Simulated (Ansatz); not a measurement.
Cu Kα1 powder pattern (kinematic, no thermal factors).
```tsv
2θ (°)	relative intensity
24.47	59
26.08	43
27.78	100
36.06	27
43.07	49
47.07	50
50.16	8
51.05	39
52.03	17
53.65	3
57.40	7
59.81	3
65.70	18
68.21	6
69.78	14
71.14	7
74.11	13
74.38	6
76.50	1
78.96	8
81.83	19
84.86	9
85.20	1
89.75	8
```

The pattern is computed from a structure relaxed with DFT PBE, scalar-relativistic, plane waves, PAW (Ansatz). No spin polarisation. Its elements are Cd, S.

Problem. Give the structure.

Solution. CdS.
Space group P6_3mc (No. 186). a = 4.197 Å, b = 4.197 Å, c = 6.828 Å, α = 90.00°, β = 90.00°, γ = 120.00°
| atom | site | symmetry | x | y | z |
| --- | --- | --- | --- | --- | --- |
| Cd | 2b | 3m. | 0.3333 | 0.6667 | 0.6743 |
| S | 2b | 3m. | 0.6667 | 0.3333 | 0.7977 |

A pattern alone doesn't exclude other cells with like lines; this is the one computed.

The cell was reached from a generator's guess, though it ends in a space group that the Crystallography Open Database lists for this formula.
